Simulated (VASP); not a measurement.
This VASP 6.6.1 run on Be needs a look.

The input run.py:

```python
from ase.calculators.vasp import Vasp
from ase.filters import FrechetCellFilter
from ase.optimize import BFGS
from ase.spacegroup import crystal

atoms = crystal(
    ['Be'],
    basis=[[0.0, 0.0, 0.5]],
    spacegroup=123,
    setting=1,
    cellpar=[2.02081, 2.02081, 2.66164, 90.0, 90.0, 90.0],
    primitive_cell=True,
)
calc = Vasp(
    directory='calc',
    xc='vdw-df',
    pp='PBE',
    setups='minimal',
    prec='Accurate',
    encut=580,
    ediff=1e-06,
    ismear=1,
    sigma=0.1,
    lreal=False,
    lasph=True,
    nelm=72,
    algo='Fast',
    isif=2,
    lwave=False,
    lcharg=False,
    icharg=11,
    kpts=[13, 13, 10],
    gamma=True,
)
atoms.calc = calc
opt = BFGS(FrechetCellFilter(atoms), trajectory='relax.traj')
converged = opt.run(fmax=0.02, steps=30)
print('converged:', converged)

print('energy (eV):', atoms.get_potential_energy())
print('free energy (eV):', atoms.get_potential_energy(force_consistent=True))
print('forces (eV/A):')
print(atoms.get_forces())
print('stress (eV/A^3, Voigt):', atoms.get_stress())
print('Fermi level (eV):', calc.get_fermi_level())
print('cell (A, degrees):', atoms.cell.cellpar())
print('volume (A^3):', atoms.get_volume())
print('scaled positions:')
print(atoms.get_scaled_positions())
```

Potentials or basis: VASP PAW PBE potentials, release 64 (Be).

Command:

```console
$ python run.py
```

Output:

```text
<dir> UserWarning: vdW has been enabled, however no location for the vdw_kernel.bindat file has been specified. Set ASE_VASP_VDW environment variable to copy the vdW kernel.
  warnings.warn(
Traceback (most recent call last):
  ...
ase.calculators.calculator.CalculationFailed: vasp in <dir> returned an error: 1 stderr is in vasp.out
```

OUTCAR:

```text
ENCUT = 580.000000
[... 183 lines left out ...]
  energy-cutoff  :      580.00
  volume of cell :       10.87
 maximum number of plane-waves:       358
 NGX is ok and might be reduce to    16
```

Among its messages:

```text
ERROR: charge density could not be read from file CHGCAR for ICHARG>10 ---->  I REFUSE TO CONTINUE WITH THIS SICK JOB ... BYE!!! <----
```

How did it end, and where is the flaw?

The program refused the input. The input holds a flaw that was put in on purpose: density file missing or never updated (ICHARG = 11).
